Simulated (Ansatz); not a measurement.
# Cs (Im-3m) in Ansatz: equation of state

How stiff is Cs in PBE, and what volume does it want? The cell is scaled to several volumes.

All numbers are computed with Ansatz 0.2.0; they aren't measurements. Logs are shortened: lines on timing, memory, paths and dates and some standing lists are left out, and cuts for length are marked.

**1. Starting point**

The structure is cubic, space group Im-3m (No. 229). The conventional cell has a = 6.257 Å, b = 6.257 Å, c = 6.257 Å, α = 90.00°, β = 90.00°, γ = 90.00°.

**2. Equation of state, PBE**

Potentials or basis: all-electron LAPW, scalar-relativistic.

No new run: the results of the series are fitted here.

Results:

```
Equilibrium volume                      : 117.44 Å³/atom
Bulk modulus                            : 1.9 GPa
Pressure derivative of the bulk modulus : 3.5
```

Energy against volume, from the lowest point:
```tsv
volume (Å³/atom)	energy (meV/atom)
115.128	0.28
117.578	0.00
120.027	0.33
122.477	1.21
124.926	2.61
127.376	4.46
129.825	6.74
```

The run has no spin-orbit coupling, so splittings on Cs are missing.
